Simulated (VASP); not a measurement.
HfO2: density of states with LDA

The system is HfO2.

```
CELL_PARAMETERS angstrom
5.55640 0.00000 0.00000
0.00000 3.33360 0.00000
0.00000 0.00000 6.50500
ATOMIC_POSITIONS crystal
Hf 0.74868 0.75000 0.60787
Hf 0.25132 0.25000 0.39213
Hf 0.24868 0.75000 0.89213
Hf 0.75132 0.25000 0.10787
O 0.63950 0.25000 0.42340
O 0.36050 0.75000 0.57660
O 0.13950 0.25000 0.07660
O 0.86050 0.75000 0.92340
O 0.52079 0.25000 0.84145
O 0.47921 0.75000 0.15855
O 0.02079 0.25000 0.65855
O 0.97921 0.75000 0.34145
```

Measurements of this composition are mostly on another form, of space group No. 14.

```yaml
Program: VASP 6.6.1
Task: density of states
Functional: LDA
Potentials_or_basis: VASP PAW LDA potentials, release 64 (Hf_pv, O)
Cutoff: 520 eV
k_mesh: 4 × 6 × 3
Occupations: gaussian, width 0.02 eV
Spin: no spin polarisation
k_mesh_for_the_DOS: 6 × 9 × 5
Occupations_for_the_DOS: tetrahedron
Further_INCAR_settings: ALGO = Normal; EDIFF = 1e-06
```

The valence electrons inside the program's atomic spheres are Hf 8.33; O 5.11, 5.02.

Levels at points of the mesh, in eV from the valence-band top:
```
           k point  band 40  band 41  band 42  band 43  band 44  band 45  band 46  band 47  band 48  band 49
(0.00, 0.00, 0.00)    -0.87    -0.83    -0.34    -0.05     0.00     3.25     4.18     4.28     4.78     5.47
(0.50, 0.00, 0.00)    -0.98    -0.83    -0.83    -0.35    -0.35     4.09     4.09     5.30     5.30     5.48
```

States per cell in windows of 1 eV (zero at the valence-band top; states under -8 eV left out):
```csv
from (eV),total,Hf1_d,Hf2_d,Hf3_d,Hf4_d,O5_p,O6_p
-8.0,0.00,0.00,0.00,0.00,0.00,0.00,0.00
-7.0,0.02,0.00,0.00,0.00,0.00,0.00,0.00
-6.0,6.32,0.21,0.21,0.21,0.21,0.44,0.44
-5.0,8.07,0.29,0.29,0.29,0.29,0.67,0.67
-4.0,7.34,0.24,0.24,0.24,0.24,0.60,0.60
-3.0,8.15,0.23,0.23,0.23,0.23,0.51,0.51
-2.0,10.14,0.25,0.25,0.25,0.25,0.70,0.70
-1.0,8.13,0.12,0.12,0.12,0.12,0.62,0.62
0.0,0.00,0.00,0.00,0.00,0.00,0.00,0.00
1.0,0.00,0.00,0.00,0.00,0.00,0.00,0.00
2.0,0.00,0.00,0.00,0.00,0.00,0.00,0.00
3.0,0.34,0.05,0.05,0.05,0.05,0.00,0.00
4.0,3.77,0.63,0.63,0.63,0.63,0.02,0.02
5.0,7.60,1.32,1.32,1.32,1.32,0.06,0.06
6.0,4.57,0.80,0.80,0.80,0.80,0.04,0.04
7.0,0.00,0.00,0.00,0.00,0.00,0.00,0.00
```

It took 4.1 min on 1 thread of AMD EPYC 9R45 (Zen 5), with other jobs on the host, peak memory 0.33 GiB.

Spin-orbit coupling is left out, which matters for the levels of Hf.
